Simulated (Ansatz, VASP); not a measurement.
## One calculation of CsBr, two programs

```xyz
2
Lattice="4.3893 0.0000 0.0000 0.0000 4.3893 0.0000 0.0000 0.0000 4.3893" Properties=species:S:1:pos:R:3 pbc="T T T"
Cs    0.0000    0.0000    0.0000
Br    2.1947    2.1947    2.1947
```

Alike in both runs: functional PBE; k mesh 6 × 6 × 6; occupations gaussian, width 0.02 eV; no spin polarisation.

Ansatz relaxed the structure, and its values are those at the end. VASP's run is a single point on that final structure, the one shown.

```csv
,VASP,Ansatz
version,VASP 6.6.1,Ansatz 0.2.0
potentials or method,"VASP PAW PBE potentials, release 64 (Cs_sv, Br)","scalar-relativistic, plane waves, PAW"
plane-wave cutoff (eV),520,420
valence electrons in the cell,16,16
```

```csv
,VASP,Ansatz,Ansatz less VASP
gap on the k mesh at the Fermi level (eV),4.24,4.25,+0.011
least direct gap on the mesh (eV),4.27,4.28,+0.008
pressure (GPa),0.0,0.0,-0.04
```

Caveats: spin-orbit coupling is left out, which moves the levels of the heavy elements. A k mesh can miss the band edges.
